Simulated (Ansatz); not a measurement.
# SiC (Moissanite 3C) in Ansatz: the effect of target pressure

Crystal: SiC (Moissanite 3C).

```xyz
2
Lattice="0.0000 2.1790 2.1790 2.1790 0.0000 2.1790 2.1790 2.1790 0.0000" Properties=species:S:1:pos:R:3 pbc="T T T"
Si    0.0000    0.0000    0.0000
C     3.2685    3.2685    3.2685
```

Alike in all runs:

```yaml
Program: Ansatz 0.2.0
Task: relaxation of cell and atoms
Functional: PBEsol
Potentials_or_basis: all-electron LAPW, scalar-relativistic
Basis_error_allowed: 0.001 eV/atom
k_mesh: 10 × 10 × 10
Occupations: fermi-dirac, width 0.05 eV
Spin: no spin polarisation
```

Each run relaxes the cell or the atoms first.

```csv
target pressure,relaxed volume (Å³/atom),gap on the mesh (eV)
0 GPa,10.34,1.24
5 GPa,10.11,1.22
10 GPa,?,?
20 GPa,9.56,1.17
30 GPa,9.26,1.14
```

Q: What does the run with target pressure 10 GPa give?

A: Relaxed volume 9.91 Å³/atom; gap on the mesh 1.21 eV.

Worked out: In Murnaghan's law V^(-B') rises as a straight line in P. The other rows fit best with B' = 4.1, V0 = 10.34 Å³/atom and B0 = 216 GPa, which gives 9.91 Å³/atom at 10 GPa, against the run's 9.91. A straight line through the other rows of the gap on the mesh, of slope -0.00332 eV per GPa, gives 1.20 eV, against the run's 1.21.

A k mesh can miss the band edges.
